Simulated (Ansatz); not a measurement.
## What moves the field gradients of TiO2?

Cell of run 1: a COD entry.

```cif
data_TiO2
_symmetry_space_group_name_H-M 'Pbcn'
_symmetry_Int_Tables_number 60
_cell_length_a 4.5318
_cell_length_b 5.5019
_cell_length_c 4.9063
_cell_angle_alpha 90.000
_cell_angle_beta 90.000
_cell_angle_gamma 90.000
loop_
_atom_site_label
_atom_site_type_symbol
_atom_site_symmetry_multiplicity
_atom_site_Wyckoff_symbol
_atom_site_fract_x
_atom_site_fract_y
_atom_site_fract_z
Ti Ti 4 c 0.0000 0.1704 0.2500
O O 8 d 0.2716 0.3814 0.4142
```

One atom of each set is listed.

Relaxed positions (PBE, cell held):

Ti (0.0000, 0.1758, 0.2500)
O (0.2702, 0.3824, 0.4195)

All runs are DFT with Ansatz 0.2.0 (plane waves and PAW, scalar-relativistic unless spin–orbit coupling is named, Γ-centred meshes, Fermi–Dirac smearing where given) in this cell.

Run 1: PBE, gradients read without the response of the cores, atoms as given; 420 eV, 5×4×4 k-points, smearing 0.02 eV.
Run 2: PBE, gradients read without the response of the cores, atoms relaxed; 420 eV, 5×4×4 k-points, smearing 0.02 eV.
Run 3: r2SCAN, gradients read without the response of the cores, at the relaxed atoms; 500 eV, 5×4×4 k-points, smearing 0.02 eV.

```tsv
run	Ti V_zz (η)	O V_zz (η)
1	-2.16 (0.72)	-2.86 (0.53)
2	2.88 (0.51)	-2.80 (0.53)
3	?	?
```

V_zz in 10²¹ V/m².

(1) Estimate the row of run 3.

Answers

(1) Ti: 2.82 (0.51); O: -3.06 (0.52). It lies nearest to run 2, from whose tensors on these sites it differs by 0.31 at most (largest principal value of the difference, on O). Taken one at a time, the positions of the atoms (as given or relaxed) move the tensors on these sites by up to 1.05 (largest principal value of the change, on Ti), the functional (r2SCAN with its higher cutoff) by 0.31 (O). On some sites the largest principal value moves to another axis from run to run, and the sign of V_zz can flip with it.

The cell isn't the equilibrium one in runs 1, 2 (calculated pressure 6, 6 GPa), and the entry's cell may itself be off. Run 1: The values hang on the deposited positions: relaxing the atoms moves V_zz on Ti from -2.16 to 2.88.
